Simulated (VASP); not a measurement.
# Si (Fd-3m) in VASP: a series of runs, part 2 of 2

VASP 6.6.1. Earlier steps stand in the parts before.

## (4) Single point, PBE

This run uses another cell than the first one, of 20.02 Å³/atom, 0.979 times its volume.

Input file INCAR:

```
ALGO     = Normal         # electronic algorithm
EDIFF    = 1E-7           # SCF threshold, eV
ENCUT    = 520            # plane-wave cutoff, eV
GGA      = PE             # functional
ISIF     = 2              # what is computed and relaxed
ISMEAR   = 0              # smearing method
LASPH    = True           # aspherical terms in the spheres
LCHARG   = False          # write CHGCAR
LREAL    = False          # projectors in reciprocal space
LWAVE    = False          # write WAVECAR
NBANDS   = 11             # bands
NELM     = 100            # most SCF steps
PREC     = Accurate       # precision mode
SIGMA    = 0.1            # smearing width, eV
```

Input file KPOINTS:

```
k-points
0
Gamma
  6 6 6
```

Input file POSCAR:

```
Si
1.0
    0.0000000000      2.7155000000      2.7155000000
    2.7155000000      0.0000000000      2.7155000000
    2.7155000000      2.7155000000      0.0000000000
Si
2
Direct
    0.0000000000      0.0000000000      0.0000000000
    0.2500000000      0.2500000000      0.2500000000
```

Potentials or basis: VASP PAW PBE potentials, release 64 (Si).

Launch:

```sh
$ cat potpaw_PBE.64/Si/POTCAR > POTCAR
$ mpirun -np 1 vasp_std > vasp.out
```

OUTCAR:

```text
EDIFF = 1E-7
   ENCUT = 520
   GGA = PE
   ISIF = 2
   ISMEAR = 0
   LASPH = True
   LREAL = False
   NELM = 100
   PREC = Accurate

 ion  position               nearest neighbor table
   1  0.000  0.000  0.000-   2 2.35   2 2.35   2 2.35   2 2.35
   2  0.250  0.250  0.250-   1 2.35   1 2.35   1 2.35   1 2.35

  LATTYP: Found a face centered cubic cell.
 ALAT       =     5.4310000000

  Lattice vectors:

 A1 = (   0.0000000000,   2.7155000000,   2.7155000000)
 A2 = (   2.7155000000,   0.0000000000,   2.7155000000)
 A3 = (   2.7155000000,   2.7155000000,   0.0000000000)

Analysis of symmetry for initial positions (statically):
=====================================================================
 Subroutine PRICEL returns:
 Original cell was already a primitive cell.

 Routine SETGRP: Setting up the symmetry group for a
 face centered cubic supercell.

 Subroutine GETGRP returns: Found 48 space group operations
 (whereof 24 operations were pure point group operations)
 out of a pool of 48 trial point group operations.

The static configuration has the point symmetry T_d .
 The point group associated with its full space group is O_h .

Analysis of symmetry for dynamics (positions and initial velocities):
=====================================================================
 Subroutine PRICEL returns:
 Original cell was already a primitive cell.

 Routine SETGRP: Setting up the symmetry group for a
 face centered cubic supercell.

 Subroutine GETGRP returns: Found 48 space group operations
 (whereof 24 operations were pure point group operations)
 out of a pool of 48 trial point group operations.

The dynamic configuration has the point symmetry T_d .
 The point group associated with its full space group is O_h .

 Subroutine INISYM returns: Found 48 space group operations
 (whereof 24 operations are pure point group operations),
 and found     1 'primitive' translations

----------------------------------------------------------------------------------------

                                     Primitive cell

  volume of cell :      40.0479

  direct lattice vectors                    reciprocal lattice vectors
     0.000000000  2.715500000  2.715500000    -0.184128153  0.184128153  0.184128153
     2.715500000  0.000000000  2.715500000     0.184128153 -0.184128153  0.184128153
     2.715500000  2.715500000  0.000000000     0.184128153  0.184128153 -0.184128153

  length of vectors
     3.840296929  3.840296929  3.840296929     0.318919316  0.318919316  0.318919316

  position of ions in fractional coordinates (direct lattice)
     0.000000000  0.000000000  0.000000000
     0.250000000  0.250000000  0.250000000

  ion indices of the primitive-cell ions
   primitive index   ion index
                 1           1
                 2           2

----------------------------------------------------------------------------------------

 KPOINTS: k-points

Automatic generation of k-mesh.
 Grid dimensions read from file:
 generate k-points for:    6    6    6

 Generating k-lattice:

[... 22 lines left out ...]
  0.166667  0.166667  0.000000      6.000000
  0.333333  0.166667  0.000000     24.000000
[... 8 lines left out ...]
 -0.333333  0.333333  0.166667     24.000000
 -0.333333  0.500000  0.166667     12.000000
   k-points           NKPTS =     16   k-points in BZ     NKDIM =     16   number of bands    NBANDS=     11
   number of dos      NEDOS =    301   number of ions     NIONS =      2
   total plane-waves  NPLWV =  27000
   dimension x,y,z NGX =    30 NGY =   30 NGZ =   30
   dimension x,y,z NGXF=    60 NGYF=   60 NGZF=   60
   ions per type =               2
   NGX,Y,Z   is equivalent  to a cutoff of  12.99, 12.99, 12.99 a.u.
   NGXF,Y,Z  is equivalent  to a cutoff of  25.97, 25.97, 25.97 a.u.
 SYSTEM =  unknown system
   PREC   = accura    normal or accurate (medium, high low for compatibility)
   ISTART =      0    job   : 0-new  1-cont  2-samecut
   ICHARG =      2    charge: 1-file 2-atom 10-const
   ISPIN  =      1    spin polarized calculation?
   LNONCOLLINEAR =      F non collinear calculations
   LSORBIT =      F    spin-orbit coupling
   LASPH  =      T    aspherical Exc in radial PAW
   ENCUT  =  520.0 eV  38.22 Ry    6.18 a.u.   7.14  7.14  7.14*2*pi/ulx,y,z
   NELM   =    100;   NELMIN=  2; NELMDL= -5     # of ELM steps
   EDIFF  = 0.1E-06   stopping-criterion for ELM
   LREAL  =      F    real-space projection
   EDIFFG = 0.1E-05   stopping-criterion for IOM
   NSW    =      0    number of steps for IOM
   IBRION =     -1    ionic relax: 0-MD 1-quasi-New 2-CG
   NFREE  =      0    steps in history (QN), initial steepest desc. (CG)
   ISIF   =      2    stress and relaxation
   ISYM   =      2    0-nonsym 1-usesym 2-fastsym
   POTIM  = 0.5000    time-step for ionic-motion
   TEBEG  =    0.0;   TEEND  =   0.0 temperature during run
   PSTRESS=    0.0 pullay stress
   NELECT =       8.0000    total number of electrons
   NUPDOWN=      -1.0000    fix difference up-down
   EMIN   =  10.00;   EMAX   =-10.00  energy-range for DOS
   EFERMI =   0.00;   METHOD = LEGACY
   ISMEAR =     0;   SIGMA  =   0.10  broadening in eV -4-tet -1-fermi 0-gaus
   EFERMI_NEDOS =   21; number of points for ismear=-14 and -15
   IALGO  =     38    algorithm
   IMIX   =      4    mixing-type and parameters
     AMIX     =   0.40;   BMIX     =  1.00
     AMIX_MAG =   1.60;   BMIX_MAG =  1.00
  volume/ion in A,a.u.               =      20.02       135.13
  Fermi-wavevector in a.u.,A,eV,Ry     =   0.956999  1.808467 12.460868  0.915848
  Thomas-Fermi vector in A             =   2.085978
   LORBIT       =      0    0 simple, 1 ext, 2 COOP (PROOUT), +10 PAW based schemes
   GGA     = PE    functional components
   LHFCALC =     F    Hartree Fock is set to
   AEXX    =    0.0000 exact exchange contribution
   IVDW    =     0    specifies the selected vdW correction
   LEPSILON=     F    determine dielectric tensor
   LRPA    =     F    only Hartree local field effects (RPA)
 non-spin polarized calculation
 Gauss-broadening in eV      SIGMA  =   0.10
  energy-cutoff  :      520.00
  volume of cell :       40.05
 maximum number of plane-waves:      1090
 NGX is ok and might be reduce to    30
   NGX = 15   NGY = 15   NGZ = 15

 number of electron       8.0000000 magnetization

 Free energy of the ion-electron system (eV)
  ---------------------------------------------------
  ext. energy  EPLUGINS =         0.00000000
  ---------------------------------------------------
  free energy    TOTEN  =       -10.82100364 eV

  energy without entropy =      -10.82100363  energy(sigma->0) =      -10.82100363

 E-fermi :   6.1800     XC(G=0):  -9.4036

 val. band max:        5.8323225933   @ k =   0.0000   0.0000   0.0000
 cond. band min:       6.5401877070   @ k =   0.5000   0.5000   0.0000
 fundamental gap:      0.7078651137
 Fermi energy:         6.1800187458

 k-point     1 :       0.0000    0.0000    0.0000
  band No.  band energies     occupation
      1      -6.1255      2.00000
      2       5.8323      2.00000
      3       5.8323      2.00000
      4       5.8323      2.00000
      5       8.3946      0.00000
      6       8.3946      0.00000
      7       8.3946      0.00000
      8       9.2048      0.00000
      9      13.5481      0.00000
     10      13.5481      0.00000
     11      13.7913      0.00000
[... 197 lines left out ...]
 k-point    16 :      -0.3333    0.5000    0.1667
  band No.  band energies     occupation
      1      -1.8612      2.00000
      2      -1.8612      2.00000
      3       2.1894      2.00000
      4       2.1894      2.00000
      5       8.5793      0.00000
      6       8.5793      0.00000
      7      12.5950      0.00000
      8      12.5950      0.00000
      9      16.4060      0.00000
     10      16.4060      0.00000
     11      18.7888      0.00000

------------------------ aborting loop because EDIFF is reached ----------------------------------------

  FORCE on cell =-STRESS in cart. coord.  units (eV):
  Direction    XX          YY          ZZ          XY          YZ          ZX
  --------------------------------------------------------------------------------------
  -------------------------------------------------------------------------------------
  Total        0.4995715      0.4995715      0.4995715     -0.0000000      0.0000000      0.0000000
  in kB       19.9861370     19.9861370     19.9861370     -0.0000000      0.0000000      0.0000000
  external PRESSURE =      19.9861370 kB  Pullay stress =       0.0000000 kB

 VOLUME and BASIS-vectors are now :
 -----------------------------------------------------------------------------
  energy-cutoff  :      520.00
  volume of cell :       40.05
      direct lattice vectors                 reciprocal lattice vectors
     0.000000000  2.715500000  2.715500000    -0.184128153  0.184128153  0.184128153
     2.715500000  0.000000000  2.715500000     0.184128153 -0.184128153  0.184128153
     2.715500000  2.715500000  0.000000000     0.184128153  0.184128153 -0.184128153

 POSITION                                       TOTAL-FORCE (eV/Angst)
 -----------------------------------------------------------------------------------
      0.00000      0.00000      0.00000         0.000000      0.000000      0.000000
      1.35775      1.35775      1.35775        -0.000000     -0.000000     -0.000000
 -----------------------------------------------------------------------------------
    total drift:                               -0.000000     -0.000000     -0.000000

  FREE ENERGIE OF THE ION-ELECTRON SYSTEM (eV)
  ---------------------------------------------------
  free  energy   TOTEN  =       -10.8210036377 eV

  energy  without entropy=      -10.8210036287  energy(sigma->0) =      -10.82100363
```

Run time: 5.6 s. Hardware: 1 thread of Intel Xeon Platinum 8488C (Sapphire Rapids), shared host; peak memory 0.15 GiB.

What came out:

```yaml
Free_energy: -10.8210 eV
Pressure: 2.0 GPa
Band_gap_on_the_k_mesh: 0.71 eV, indirect (least direct gap 2.56 eV)
```

## (5) Overview

| task | cell | k mesh | cutoff (eV) | smearing | gap on the mesh (eV) | pressure (GPa) |
| --- | --- | --- | --- | --- | --- | --- |
| single point | Fd-3m, 20.46 Å³/atom | 10 × 10 × 10 | 520 | gaussian 0.02 eV | 0.62 | -0.1 |
| relaxation of cell and atoms | relaxed | 10 × 10 × 10 | 600 | gaussian 0.02 eV | 0.62 | 0.0 |
| single point | Fd-3m, 20.02 Å³/atom | 6 × 6 × 6 | 520 | gaussian 0.1 eV | 0.71 | 2.0 |

Alike in all rows: level PBE; potentials or basis VASP PAW PBE potentials, release 64 (Si); no spin polarisation.

Total energies depend on the potentials used, so only differences within one code and one set of settings carry meaning.
